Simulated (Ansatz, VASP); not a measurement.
# GaAs: VASP beside Ansatz

File POSCAR:

```
GaAs
1.0
    0.0000000000      2.8750000000      2.8750000000
    2.8750000000      0.0000000000      2.8750000000
    2.8750000000      2.8750000000      0.0000000000
Ga As
1 1
Direct
    0.0000000000      0.0000000000      0.0000000000
    0.2500000000      0.2500000000      0.2500000000
```

The input INCAR.step1:

```
PREC = Accurate
ENCUT = 520
EDIFF = 1E-5
ISMEAR = -1
SIGMA = 0.02
LREAL = False
LASPH = True
NELM = 100
ALGO = Normal
ISIF = 2
LWAVE = True
LCHARG = False
GGA = PE
NBANDS = 16
```

INCAR.step2

```
PREC = Accurate
ENCUT = 520
EDIFF = 1E-7
ISMEAR = -1
SIGMA = 0.02
LREAL = False
LASPH = True
NELM = 100
ALGO = Normal
ISIF = 2
LWAVE = False
LCHARG = False
GGA = PE
LHFCALC = True
HFSCREEN = 0.2079
PRECFOCK = Normal
ISTART = 1
NBANDS = 16
```

File KPOINTS:

```
regular mesh
0
Gamma
  2 2 2
```

Input for Ansatz:

```yaml
crystal:
  lattice:
    - [0, 2.875, 2.875]
    - [2.875, 0, 2.875]
    - [2.875, 2.875, 0]
  atoms:
    - { symbol: Ga, position: [0, 0, 0] }
    - { symbol: As, position: [0.25, 0.25, 0.25] }
kpoints:
  mp_grid: { grid: [2, 2, 2] }
hamiltonian:
  xc: hse06
  pseudopotentials: { kind: paw }
scf:
  occupations: { method: fermi_dirac, width: 0.02 }
  convergence: { dr2_threshold: "1e-9 eV" }
  exx: { energy_threshold: "2e-8 eV", singularity: regularized }
output:
  forces: true
  stress: true
  eigenvalues: true
```

Alike in both runs: task single point; functional HSE06; k mesh 2 × 2 × 2; occupations fermi-dirac, width 0.02 eV; no spin polarisation.

|  | VASP | Ansatz |
| --- | --- | --- |
| version | VASP 6.6.1 | Ansatz 0.2.0 development build |
| potentials or method | VASP PAW PBE potentials, release 64 (Ga_d, As) | plane waves, PAW datasets (generated soft set 1) |
| plane-wave cutoff (eV) | 520 | 420 |
| valence electrons in the cell | 18 | 28 |

|  | VASP | Ansatz | Ansatz less VASP |
| --- | --- | --- | --- |
| gap on the k mesh at the Fermi level (eV) | 1.40 | 1.40 | +0.003 |

The functional is the same, so the differences come from potentials, cutoffs and numerics. The two sets of potentials don't hold the same shells in valence. Ansatz warned: «stress_scf_threshold_loose».

Caveats: the k mesh is coarse (spacing up to 0.95 Å⁻¹), so the values aren't converged, least of all with exact exchange. A k mesh can miss the band edges.
